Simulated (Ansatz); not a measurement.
CaF2 in the fluorite structure, relaxed with r2SCAN: 4 runs in Ansatz 0.2.0, each a calculation of independent-particle optics. The symmetry is Fm-3m (No. 225, cubic); a = 5.439 Å in the conventional setting, 13.41 Å³ an atom. Ca is surrounded by 8 F at 2.36 Å; F is surrounded by 4 Ca at 2.36 Å. Calculated for a static, non-magnetic cell.

```xyz
3
Lattice="0.0000 2.7196 2.7196 2.7196 0.0000 2.7196 2.7196 2.7196 0.0000" Properties=species:S:1:pos:R:3 pbc="T T T"
Ca    0.0000    0.0000    0.0000
F     1.3598    1.3598    1.3598
F     4.0794    4.0794    4.0794
```

On meshes this coarse, single peaks can be features of the mesh. No local fields, no excitons; the zone sum runs over the cells of the mesh, and ε∞ includes the bands left out of the spectrum. Up to four peaks are listed, those above 15 % of the tallest and inside the complete range; the four can differ from row to row. Rows marked drawn have settings drawn at random (some not listed).

| functional | k mesh | broadening (eV) | scissors (eV) | range (eV) | settings | direct gap on the mesh before scissors (eV) | ε∞ xx | ε∞ yy | ε∞ zz | complete up to (eV) | tallest peaks of mean ε₂ (eV) |
| --- | --- | --- | --- | --- | --- | --- | --- | --- | --- | --- | --- |
| PBE | 6×6×6 | 0.1 | 0.00 | 0–25 | chosen | 7.63 | 2.38 | 2.38 | 2.38 | 25.0 | 10.25 10.55 10.85 11.35 |
| r2SCAN | 6×6×6 | 0.1 | 0.00 | 0–25 | chosen | 8.29 | 2.24 | 2.24 | 2.24 | 25.0 | 11.15 11.70 12.25 23.95 |
| PBE | 6×6×6 | 0.1 | 2.09 (to HSE06) | 0–25 | chosen | 7.63 | 2.21 | 2.21 | 2.21 | 25.0 | 12.35 12.65 12.95 13.45 |
| LDA | 8×8×8 | 0.25 | 0.00 | 0.5–30 | drawn | 7.26 | 2.45 | 2.45 | 2.45 | 30.0 | 10.30 26.40 27.05 27.70 |

The fundamental gap is indirect (7.38 eV with PBE on 6×6×6); the table holds the direct one.
